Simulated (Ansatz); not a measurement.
InAs:

```
CELL_PARAMETERS angstrom
0.00000 3.01800 3.01800
3.01800 0.00000 3.01800
3.01800 3.01800 0.00000
ATOMIC_POSITIONS crystal
In 0.00000 0.00000 0.00000
As 0.75000 0.75000 0.75000
```

Base run:

```yaml
Program: Ansatz 0.2.0
Functional: PBE
Potentials_or_basis: all-electron LAPW, relativistic spinors
Cutoff: 283 eV
Density_cutoff: 1132 eV
Basis_error_allowed: 0.001 eV/atom
k_mesh: 6 × 6 × 6
Occupations: fermi-dirac, width 0.05 eV
Spin: spin-orbit coupling, no magnetisation
```

Its results: pressure 4.3 GPa.

Q: The run is repeated on the same cell with these changes: functional from PBE to LDA. What comes out?

A: Pressure -0.3 GPa.

LDA binds more tightly than PBE, so the same cell stands under less pressure.

Caveats: the k mesh is thin for a metal, which can move the energy by tens of meV per atom.

Not every run made on this cell is shown here.
